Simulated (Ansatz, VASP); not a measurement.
**C: VASP beside Ansatz**

File INCAR:

```
SYSTEM = C
  PREC = Accurate
  ENCUT = 520
  EDIFF = 1E-6
  ISMEAR = -1
  SIGMA = 0.03
  LREAL = .False.
  LASPH = .True.
  NELM = 80
  ALGO = Fast
  ISIF = 2
  LWAVE = .False.
  LCHARG = .False.
  GGA = PS
  NBANDS = 8
```

Contents of KPOINTS:

```
regular mesh
0
Gamma
  16 16 16
  0 0 0
```

File POSCAR:

```
C
1.0
    0.0000000000      1.5221091981      1.5221091981
    1.5221091981      0.0000000000      1.5221091981
    1.5221091981      1.5221091981      0.0000000000
C
1
Direct
    0.0000000000      0.0000000000      0.0000000000
```

Input for Ansatz:

```yaml
crystal:
  lattice:
    - [0.0, 1.5221091981, 1.5221091981]
    - [1.5221091981, 0.0, 1.5221091981]
    - [1.5221091981, 1.5221091981, 0.0]
  atoms:
    - { symbol: C, position: [0.0, 0.0, 0.0] }
kpoints:
  mp_grid: { grid: [16, 16, 16] }
scf:
  occupations: { method: fermi_dirac, width: 0.03 }
hamiltonian:
  xc: pbesol
  pseudopotentials: { kind: all_electron, lapw: { basis_error: 0.0005 } }
output:
  forces: true
  stress: true
  eigenvalues: true
```

Change from the starting cell: functional pbesol, volume scaled by 0.96.

Alike in both runs: task single point; functional PBEsol; k mesh 16 × 16 × 16; occupations fermi-dirac, width 0.03 eV; no spin polarisation.

|  | VASP | Ansatz |
| --- | --- | --- |
| version | VASP 6.6.1 | Ansatz 0.2.0 |
| potentials or method | VASP PAW PBE potentials, release 64 (C) | all-electron LAPW, scalar-relativistic |
| plane-wave cutoff (eV) | 520 | see its input |

|  | VASP | Ansatz | Ansatz less VASP |
| --- | --- | --- | --- |
| pressure (GPa) | 0.0 | -0.1 | -0.19 |

Ansatz ran all-electron here, so the differences hold the error of VASP's frozen core and of both bases.

Caveats: the PAW data sets were made with another functional, which shifts forces and pressure a little (VASP).
